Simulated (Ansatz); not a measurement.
A crystal of composition N2 at more than one level of theory

Plane-wave PAW calculations in Ansatz, scalar-relativistic unless spin-orbit coupling is named; Γ-centred meshes, relaxations with the symmetry kept. Pressure is positive in compression. No spin polarisation at the first level.

Cutoff 420 eV; k points 4×4×4 on the computed 8-atom cell (Γ-centred); Gaussian smearing, width 0.02 eV; no spin polarisation.

Structure relaxed with PBE+D3(BJ):

```
N
1.0
     5.67603    0.00000    0.00000
     0.00000    5.67603    0.00000
     0.00000    0.00000    5.67603
N
8
Direct
  0.05607 0.05607 0.05607
  0.44393 0.94393 0.55607
  0.55607 0.44393 0.94393
  0.94393 0.55607 0.44393
  0.94403 0.94403 0.94403
  0.55597 0.05597 0.44403
  0.44403 0.55597 0.05597
  0.05597 0.44403 0.55597
```

Question: What changes with r2SCAN (relaxed anew)?

Answer:
| level | cell | cutoff (eV) | k mesh | primitive cell | V (Å³/atom) | P (GPa; residual where relaxed) | gap on mesh (eV) |
| --- | --- | --- | --- | --- | --- | --- | --- |
| PBE+D3(BJ) | relaxed | 420 | 4×4×4 | a = 5.68 Å, b = 5.68 Å, c = 5.68 Å, α = 90.00°, β = 90.00°, γ = 90.00° | 22.9 | -0.01 | 7.42 |
| r2SCAN | relaxed | 500 | 4×4×4 | a = 5.77 Å, b = 5.77 Å, c = 5.77 Å, α = 90.00°, β = 90.00°, γ = 90.00° | 24.0 | 0.00 | 8.27 |

Cost: 2 runs of about 1.1 core-minutes in all, on Intel Xeon 6975P-C (Granite Rapids) (shared hosts).